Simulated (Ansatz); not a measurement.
Method: DFT PBE, scalar-relativistic, plane waves, PAW in Ansatz 0.2.0. Settings: cutoff 420 eV, Γ-centred meshes spaced at most about 0.3 Å⁻¹, and about 0.25 Å⁻¹ or finer for metals (2π included), Gaussian smearing. No spin polarisation.

All energies are static (0 K, no zero-point motion).

Two relaxed structures of Zr3H:

1.

Space group P3m1 (No. 156). a = 3.257 Å, b = 3.257 Å, c = 8.023 Å, α = 90.00°, β = 90.00°, γ = 120.00°
```
atom  site  symmetry       x       y       z
  Zr    1a       3m.  0.0000  0.0000  0.9900
  Zr    1b       3m.  0.3333  0.6667  0.3470
  Zr    1c       3m.  0.6667  0.3333  0.6685
   H    1a       3m.  0.0000  0.0000  0.2445
```

2.

Space group P6_3/mmc (No. 194). a = 3.222 Å, b = 3.222 Å, c = 15.875 Å, α = 90.00°, β = 90.00°, γ = 120.00°
```json
{"atom": "Zr", "site": "4f", "symmetry": "3m.", "x": "0.3333", "y": "0.6667", "z": "0.0859"}
{"atom": "Zr", "site": "2d", "symmetry": "-6m2", "x": "0.3333", "y": "0.6667", "z": "0.7500"}
{"atom": "H", "site": "2a", "symmetry": "-3m.", "x": "0.0000", "y": "0.0000", "z": "0.0000"}
```

Task: Which form is favoured at zero pressure, and by what margin per atom?

Result: Cell 1 is lower, by 32 meV/atom. Cell 1 has space group P3m1 (No. 156), 18.4 Å³/atom and no gap on its mesh; cell 2 has space group P6_3/mmc (No. 194), 17.8 Å³/atom and no gap. Counting Zr atoms around H (those within 1.25 times the shortest such distance or 1.15 times the sum of covalent radii), cell 1 has H 4 and cell 2 has H 6. The lower one is the more open, so pressure narrows the difference. Both come from invented guesses. The lowest form computed isn't among them: it has space group Cmc2_1 (No. 36), 18.3 Å³/atom and lies 7 meV/atom below the best shown.

With hydrogen, zero-point motion can shift such differences by 10 meV/atom or more. Cells relaxed within their symmetry can be saddle points. Some structure types and database cells were kept out of the candidates from the start, so a known form may be missing.
